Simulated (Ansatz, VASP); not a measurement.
**Two plane-wave programs on CdTe**

```
Cd Te
1.0
     3.83130    0.00000    0.00000
     0.00000    3.83130    0.00000
     0.00000    0.00000    3.83130
Cd Te
1 1
Cartesian
  0.0000 0.0000 0.0000
  1.9156 1.9156 1.9156
```

Measurements of this composition are mostly on another form, of space group No. 216.

Alike in both runs: task single point; functional PBE; dispersion D3(BJ); k mesh 4 × 4 × 4; occupations gaussian, width 0.05 eV; no spin polarisation.

```csv
,VASP,Ansatz
version,VASP 6.6.1,Ansatz 0.2.0
potentials or method,"VASP PAW PBE potentials, release 64 (Cd, Te)","scalar-relativistic, plane waves, PAW"
plane-wave cutoff (eV),520,420
valence electrons in the cell,18,36
```

VASP gave:

| Property | Result |
| --- | --- |
| gap on the k mesh at the Fermi level (eV) | none |
| pressure (GPa) | -2.9 |

Question: Which values does Ansatz return?

Answer: gap on the k mesh at the Fermi level (eV): none; pressure (GPa): -3.0.

A gap of «none» marks a metal or a gap that the smearing closes. The two sets of potentials don't hold the same shells in valence.

Caveats: the k mesh is coarse (spacing up to 0.41 Å⁻¹), so the values aren't converged; pairwise dispersion overbinds metals, which lowers pressure and volume. Spin-orbit coupling is left out, which matters for the levels of Te.
